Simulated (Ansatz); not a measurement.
Here is an Ansatz 0.2.0 calculation.

File input.yaml:

```yaml
crystal:
  lattice:
    - [1.474097, -4.79653, 0.0]
    - [1.474097, 4.79653, 0.0]
    - [0.0, 0.0, 10.235223]
  atoms:
    - { symbol: Ti, position: [0.866913, 0.133087, 0.583142] }
    - { symbol: Ti, position: [0.133087, 0.866913, 0.416858] }
    - { symbol: Ti, position: [0.866913, 0.133087, 0.916858] }
    - { symbol: Ti, position: [0.133087, 0.866913, 0.083142] }
    - { symbol: O, position: [0.5, 0.5, 0.5] }
    - { symbol: O, position: [0.5, 0.5, 0.0] }
    - { symbol: O, position: [0.934235, 0.065765, 0.75] }
    - { symbol: O, position: [0.065765, 0.934235, 0.25] }
    - { symbol: O, position: [0.7544, 0.2456, 0.102866] }
    - { symbol: O, position: [0.2456, 0.7544, 0.897134] }
    - { symbol: O, position: [0.2456, 0.7544, 0.602866] }
    - { symbol: O, position: [0.7544, 0.2456, 0.397134] }
hamiltonian:
  xc: pbe
  pseudopotentials: { kind: paw }
kpoints:
  mp_grid: { grid: [9, 9, 3] }
scf:
  occupations: { method: fermi_dirac, width: 0.05 }
basis:
  ecutwfc: "250 eV"
output:
  forces: true
  stress: true
  eigenvalues: true
  write_density: true
  write_potential: true
  elf: true
  volumetric_format: npy
```

Potentials or basis: Ansatz PAW.

Run with:

```bash
$ ansatz run input.yaml --threads 4 --pin off --max-ram 11264MiB --backend cpu --events-out ev --progress --plain --runs-dir out
```

**Question.** Predict the pressure.

**Answer.** -5.0 GPa.

**Question.** Estimate the largest force.

**Answer.** 0.607 eV/Å.

**Question.** Predict the band gap on the k mesh.

**Answer.** 2.62 eV, indirect (least direct gap 2.69 eV).

Stress tensor (GPa, compression positive):
```
-7.43  0.00  0.00
 0.00 -5.38  0.00
 0.00  0.00 -2.25
```

Caveat: odd divisions of the mesh miss points on the zone boundary, where band edges often lie, so the gap on the mesh can be too wide; the pressure holds a Pulay correction of +93.2 GPa for the finite cutoff; the cutoff lies under the one recommended for these potentials. As with any semilocal functional, this PBE gap is likely too small.
